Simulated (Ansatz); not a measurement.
Runs of Ansatz 0.2.0 on CuO. It takes space group Cc (No. 9, monoclinic). The conventional cell has a = 4.689 Å, b = 3.427 Å, c = 5.132 Å, α = 90.00°, β = 99.65°, γ = 90.00°. Cu (site symmetry 1) has 4 O at 1.91 to 2.02 Å as nearest neighbours. Around O (site symmetry 1) lie 4 Cu at 1.91 to 2.02 Å. 

| task | level | cutoff (eV) | points for each segment of the path | gap on the mesh (eV) | pressure (GPa) | largest force (eV/Å) |
| --- | --- | --- | --- | --- | --- | --- |
| band structure | r2SCAN | 500 | 14 | none | -1.2 | 0.71 |
| single point | r2SCAN0 | 500 | - | none | -4.3 | 0.65 |
| band structure | PBE | 420 | 14 | none | 5.8 | (a) |
| band structure | PBEsol | 420 | 14 | none | -2.6 | 0.73 |
| band structure | HSE06 | 420 | 4 | none | 0.0 | 0.68 |
| band structure | RPBE | 420 | 14 | none | 11.3 | 0.77 |
| band structure | revPBE | 420 | 14 | none | 9.8 | (b) |
| single point | PBE0 | 420 | - | none | -0.2 | 0.67 |

Alike in all rows: potentials or basis Ansatz PAW; no spin polarisation; cell as given; k mesh 6 × 6 × 3; smearing fermi-dirac 0.05 eV; the mesh is coarse, so values aren't converged.

**Question.** Fill in the values left out.

**Answer.** (a) 0.74; (b) 0.76.

Caveats: all runs use coarse meshes; the run has no spin polarisation, though such a crystal can be magnetic; the PAW data sets come from PBE, with cores solved anew for the run's functional, which leaves a small shift of forces and pressure (some runs); semilocal functionals often make such compounds metallic where correlation or magnetic order opens a gap, which also shifts bond lengths (some runs); the thresholds are loose for stress (some runs).

A gap of «none» marks a metal or a gap under the smearing width.
